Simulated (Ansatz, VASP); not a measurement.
# One calculation of BN, two programs

The input INCAR:

```
SYSTEM = BN
ALGO = Normal
EDIFF = 1E-6
EDIFFG = -0.002
ENCUT = 600
GGA = PE
IBRION = 2
ISIF = 3
ISMEAR = 0
LASPH = .TRUE.
LCHARG = .FALSE.
LREAL = .FALSE.
LWAVE = .FALSE.
NELM = 100
NSW = 100
PREC = Accurate
SIGMA = 0.02
```

Contents of KPOINTS:

```
k-points
0
G
  12 12 12
  0 0 0
```

File POSCAR:

```
BN
1.0
    0.0000000000      1.8130010000      1.8130010000
    1.8130010000      0.0000000000      1.8130010000
    1.8130010000      1.8130010000      0.0000000000
B N
1 1
Direct
    0.0000000000      0.0000000000      0.0000000000
    0.2500000000      0.2500000000      0.2500000000
```

Input for Ansatz:

```yaml
crystal:
  lattice:
    - [0.0, 1.813001, 1.813001]
    - [1.813001, 0.0, 1.813001]
    - [1.813001, 1.813001, 0.0]
  atoms:
    - { symbol: B, position: [0.0, 0.0, 0.0] }
    - { symbol: "N", position: [0.25, 0.25, 0.25] }
basis:
  ecutwfc: 420
kpoints:
  mp_grid: { grid: [12, 12, 12] }
hamiltonian:
  xc: pbe
  pseudopotentials: { kind: paw, azcp: { folder: soft_1 } }
scf:
  occupations: { method: gaussian, width: 0.02 }
output:
  forces: true
  stress: true
  eigenvalues: true
relax:
  adjacent_minimum: "off"
  f_tol: 0.002
  max_steps: 80
  cell: { stress_tol: 0.02 }
```

The cell is a database's computed one.

Alike in both runs: task relaxation of cell and atoms; functional PBE; k mesh 12 × 12 × 12; occupations gaussian, width 0.02 eV; no spin polarisation.

|  | VASP | Ansatz |
| --- | --- | --- |
| version | VASP 6.6.1 | Ansatz 0.2.0 |
| potentials or method | VASP PAW PBE potentials, release 64 (B, N) | scalar-relativistic, plane waves, PAW |
| plane-wave cutoff (eV) | 600 | 420 |
| valence electrons in the cell | 8 | 8 |

VASP gave:

```
gap on the k mesh at the Fermi level, each at its own relaxed structure (eV) : 4.45
relaxed volume (Å³/atom)                                                     : 5.95
relaxed cell length with the largest relative difference (Å)                 : 2.563
```

**Question.** What did Ansatz give for the same quantities?

**Answer.** gap on the k mesh at the Fermi level, each at its own relaxed structure (eV): 4.46; relaxed volume (Å³/atom): 5.95; relaxed cell length with the largest relative difference (Å): 2.563.

A k mesh can miss the band edges. As with any semilocal functional, this PBE gap is likely too small.
